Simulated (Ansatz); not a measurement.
# Ge, before and after

The guess for Ge was made by a generator: random cell by space group and Wyckoff sites (Immm, No. 71). Its size is a rough estimate.

POSCAR.start

```
Ge
1.0
    -1.62371    1.93376    1.94745
     1.62371   -1.93376    1.94745
     1.62371    1.93376   -1.94745
Ge
1
Direct
  0.00000 0.50000 0.50000
```

Theory: DFT PBE, scalar-relativistic, plane waves, PAW (Ansatz 0.2.0). Cutoff 420 eV, Gaussian smearing, Γ-centred meshes. Cell and atoms relax first on a coarse mesh and then on a finer one. In between, the cell is made exact in the group found at 0.06 Å. In metals the finer mesh still leaves noise of several meV/atom or more. The steps can't lower the symmetry of their start. No spin polarisation.

POSCAR.end

```
Ge
1.0
    -1.79373    1.79373    1.50530
     1.79373   -1.79373    1.50530
     1.79373    1.79373   -1.50530
Ge
1
Direct
  0.50000 0.50000 0.00000
```

The symmetry goes from Immm (No. 71) to I4/mmm (No. 139). The volume per atom shrinks by 20.8 %, from 24.5 to 19.4 Å³. The shortest distance goes from 3.19 Å (Ge–Ge) to 2.95 Å (Ge–Ge). The energy falls by about 0.17 eV/atom (the start's value is from the coarse mesh). The end is written in a standard setting, so origin, axes and order of atoms can differ from the start's.

| Item | Value |
| --- | --- |
| Volume per atom | 19.37 Å³ |
| Density | 6.23 g/cm³ |
| Energy over the standard state | +0.32 eV/atom |
| Gap on the 24×24×24 mesh of the 1-atom cell | 0 eV (a metal) |

Energies count from the standard state of Ge at the same level. It lies above the standard state, so it could only be metastable.

The last run used Gaussian smearing of 0.10 eV. A structure relaxed within its symmetry needn't be a true minimum. In all, the 3 runs took 4.4 min on 1 thread of Arm Neoverse N1, with other jobs on the host.
